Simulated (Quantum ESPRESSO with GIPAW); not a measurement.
# 17O and 43Ca shieldings of CaO under uniaxial strain along [001], GIPAW with PBEsol

The usual rule of thumb for a cation in an oxide is that longer bonds to oxygen mean a higher shielding, and so a lower shift. We test it on CaO by changing only the length of the crystal along [001], and follow 17O alongside 43Ca. Strain also removes the cubic symmetry of both sites, so that an anisotropy appears which the mean bond length cannot describe. This matters for strained films and grains, where line position and line shape change together. The isotropic shieldings are on the absolute scale, and strain is counted from the starting cell. The axial part is the shielding for a field along [001] minus the isotropic value.

## How the numbers were made

One crystal, CaO (Fm-3m) (known phase), strained from its starting cell (the cell of the entry); all shielding runs share files, cutoffs and k divisions. Shieldings by GIPAW with PBEsol in Quantum ESPRESSO with gipaw.x (a patched development version 8.0), plane-wave PAW files from pslibrary 1.0.0 recipes, scalar-relativistic cores, no spin-orbit coupling, no spin; in these runs cutoffs 55 Ry, k spacing 0.33 Å⁻¹ (2π included) or finer. The macroscopic shape term was treated afterwards and alike for all rows, whichever way its switch stood in a run: any printed term was subtracted, and where a column says so that of a sphere was added from the printed susceptibility. Static atoms. The first shell of a cation holds the anions within 1.2 times its shortest bond (1.3 for large cations, and wider where that leaves a large cation fewer than four or five); that of an anion holds the cations whose shells include it; covalently bonded atoms count in both. Relaxed geometries were made with pw.x of Quantum ESPRESSO (PBEsol), at cutoffs of 50 Ry, on the k meshes 7×7×7. k meshes of the tabled runs: 7×7×7. In some ground-state or relaxation runs pw.x warned of eigenvalues not converged in a step; every run reached its self-consistency threshold.

Notes on method and selection:

- Shielding and shift run in opposite directions: δ ≈ σ(reference) − σ.
- Static lattice: no motional averaging.
- The dimensions named as kept were held fixed: no Poisson relaxation.
- Of the rows, the total energy is lowest at -1.5 % strain; zero strain is the starting cell.
- These shielding methods need a band gap: all members are semiconductors or insulators at this level. The paramagnetic part grows as the gap narrows, and semilocal functionals make gaps too small. Runs that missed the f-sum rule by more than 0.015 electrons for each three atoms, or whose printed susceptibility was strongly positive, were left out.
- Runs that did not converge, have known faults or may not be shown are not listed, and runs on Ansatz's PAW sets soft_1 and soft_2 are kept to separate tables.

Columns:

- strain (%): linear strain, positive for tension: strain along [001], plane kept.
- bond length (Å): mean distance from O to its first shell.
- positions: atomic positions in the strained cell.
- σ(17O) (ppm): isotropic 17O shielding (bound to Ca6, atom 2 of the cell), absolute scale, with the macroscopic shape term taken out.
- σ(43Ca) (ppm): the same for 43Ca (CaO6, atom 1).
- axial part, 17O (ppm): 17O shielding for a field along [001] minus its isotropic value; the site is axial about [001].
- axial part, 43Ca (ppm): 43Ca shielding for a field along [001] minus its isotropic value; the site is axial about [001].

Input lines of one member:

```
&inputgipaw
  job = 'nmr'
  prefix = 'x'
  tmp_dir = './tmp/'
  restart_mode = 'from_scratch'
  verbosity = 'low'
  q_gipaw = 0.01
  spline_ps = .true.
  conv_threshold = 1.0d-11
  use_nmr_macroscopic_shape = .false.
  pawproj(1) = .true.
  pawproj(2) = .true.
/
```

Command (options for logging and memory left out): `mpirun -np 4 gipaw.x -in nmr.in > nmr.out`

## Computed values

```
member      strain (%)  bond length (Å)  positions                                  σ(17O) (ppm)  σ(43Ca) (ppm)  axial part, 17O (ppm)  axial part, 43Ca (ppm)
−2 %        −2.0        2.3905           relaxation in this cell moved no atom      −168.03       946.22         11.68                  12.72
−1.5 %      −1.5        2.3945           relaxation in this cell moved no atom      −167.11       948.10         8.66                   9.41
−1 %        −1.0        2.3985           relaxation in this cell moved no atom      −166.24       949.93         5.70                   6.20
unstrained  0.0         2.4065           fractional positions of the starting cell  −164.49       953.35         0.00                   0.00
+0.5 %      0.5         2.4105           relaxation in this cell moved no atom      −163.65       955.02         −2.75                  −3.00
+1 %        1.0         2.4145           relaxation in this cell moved no atom      −162.84       956.61         −5.43                  −5.91
+2 %        2.0         2.4225           relaxation in this cell moved no atom      −161.25       959.66         −10.59                 −11.51
```

Least-squares fits to the whole series, with x = strain (%); R² and errors in the fitted variable (y, or ln y where the fit is in ln y):

```
y              members  fit                     R²    rms residual  leave-one-out rms  the same for the mean of the others
σ(17O) (ppm)   7        y = −164.56 + 1.6993 x  1.00  0.056         0.095              2.6
σ(43Ca) (ppm)  7        y = 953.18 + 3.3680 x   1.00  0.16          0.28               5.2
```

## The trend and its physics

Both isotropic shieldings rise from each row to the next as the crystal is stretched, by about 1.7 ppm per % for 17O and 3.4 ppm per % for 43Ca. The axial parts fall through zero at the cubic cell and change faster, by roughly 6 ppm per % for either nucleus.

A linear model with three parameters for each nucleus follows from symmetry.

1. In the cubic crystal the shielding is the same for every field direction, a single number σ₀.
2. Strain ε (in %) along [001] keeps the fourfold axis. Only two values are then distinct, one for a field along the axis and one for a field across it.
3. For small strain each changes linearly: σ∥ = σ₀ + Pε and σ⊥ = σ₀ + Qε.
4. The isotropic value is the mean over three directions: σ = σ₀ + (P + 2Q)ε/3.
5. The axial part is σ∥ − σ = 2(P − Q)ε/3.

Most of the isotropic rise comes from the paramagnetic part, which becomes less negative on stretching, while the core part stays constant. A likely reason is weaker overlap between O 2p and the empty Ca 3d states as the two bonds along [001] lengthen.

The simplest local picture goes one step further. A field drives currents in the plane across it, and for a field along [001] the four bonds in that plane are unchanged. This would give P = 0 and a positive Q, with isotropic and axial responses equal in size and opposite in sign. The signs agree with the table, but the sizes do not: at +2 % the 17O isotropic shielding has risen by −161.25 + 164.49 = 3.24 ppm, while the axial part is −10.59 ppm. P must therefore be clearly negative. The isotropic shielding changes little because the responses along and across the axis partly cancel; the anisotropy is large because it contains their difference. The columns do not show what makes P negative.

## The model against the table

We fix the model on the unstrained member and on +1 %. The value across the axis is the isotropic shielding minus half the axial part.

For 17O:
- P = −162.84 − 5.43 + 164.49 = −3.78 ppm per %
- Q = −162.84 + 5.43 / 2 + 164.49 = 4.365 ppm per %
- isotropic slope (−3.78 + 2 × 4.365) / 3 = 1.65
- axial slope 2 × (−3.78 − 4.365) / 3 = −5.43

For 43Ca:
- P = 956.61 − 5.91 − 953.35 = −2.65 ppm per %
- Q = 956.61 + 5.91 / 2 − 953.35 = 6.215 ppm per %
- isotropic slope (−2.65 + 2 × 6.215) / 3 = 3.26
- axial slope 2 × (−2.65 − 6.215) / 3 = −5.91

Three other members follow, in ppm.

At −2 %:
- 17O isotropic: −164.49 − 2 × 1.65 = −167.79; table −168.03
- 17O axial: −2 × (−5.43) = 10.86; table 11.68
- 43Ca isotropic: 953.35 − 2 × 3.26 = 946.83; table 946.22
- 43Ca axial: −2 × (−5.91) = 11.82; table 12.72

At −1 %:
- 17O isotropic: −164.49 − 1.65 = −166.14; table −166.24
- 17O axial: −1 × (−5.43) = 5.43; table 5.70
- 43Ca isotropic: 953.35 − 3.26 = 950.09; table 949.93
- 43Ca axial: −1 × (−5.91) = 5.91; table 6.20

At +2 %:
- 17O isotropic: −164.49 + 2 × 1.65 = −161.19; table −161.25
- 17O axial: 2 × (−5.43) = −10.86; table −10.59
- 43Ca isotropic: 953.35 + 2 × 3.26 = 959.87; table 959.66
- 43Ca axial: 2 × (−5.91) = −11.82; table −11.51

## Exceptions

Largest departures from the fit to the whole series:

```
member      σ(17O) (ppm)  fit      computed − fit  in rms residuals
+2 %        −161.25       −161.16  −0.09           1.6
−2 %        −168.03       −167.96  −0.07           1.3
unstrained  −164.49       −164.56  +0.07           1.2
+0.5 %      −163.65       −163.71  +0.06           1.1
```

The departures have a pattern. At both −2 % and +2 % the computed isotropic shieldings lie below the model and the axial parts above it. The largest are at −2 %, in ppm:
- 17O isotropic: −168.03 + 167.79 = −0.24
- 43Ca isotropic: 946.22 − 946.83 = −0.61 ppm
- 17O axial: 11.68 − 10.86 = 0.82
- 43Ca axial: 12.72 − 11.82 = 0.90

The assumption that fails is linearity. From −2 % to zero the 17O axial part changes by 11.68 / 2 = 5.84 ppm per %, from zero to +2 % by only 10.59 / 2 = 5.30. The other three responses also weaken by about a tenth. An overlap that decays with distance would give this sign, since each further stretch then removes less of it.

One quadratic term repairs the axial parts. We write them as aε + bε², in ppm with ε in %, and fix a and b on the rows at −2 % and +2 %:
- 17O, a: (−10.59 − 11.68) / 4 = −5.57 ppm per %
- 17O, b: (−10.59 + 11.68) / 8 = 0.136 ppm per % squared
- 43Ca, a: (−11.51 − 12.72) / 4 = −6.06 ppm per %
- 43Ca, b: (−11.51 + 12.72) / 8 = 0.151 ppm per % squared

The form is zero at the cubic cell by symmetry. It gives the other four rows to about 0.02 ppm, while the axial parts of the whole series scatter about their mean by 7 to 8 ppm.

## Closing remarks

Between −2 % and +2 % the rule of thumb holds for 43Ca, and 17O moves the same way. It should not be carried over to a change of cation: down the alkaline-earth oxides the 17O shielding falls as the bonds lengthen.

The sides of the cell were held fixed. If they could contract under tension, the volume would change less and the shape more, so the isotropic response would be smaller and the axial one larger.

One error of the level exceeds the whole isotropic spread for 17O. Semilocal functionals place the empty Ca 3d states too low, which makes the 17O shielding of CaO much too low. Much of this cancels in differences between strains, but the slopes may inherit some of it.

[Logs are printed without paths, hosts, clocks, repeated set-up lines and the standing remarks that a program may print on its own settings, such as how far it seeks lower states.]
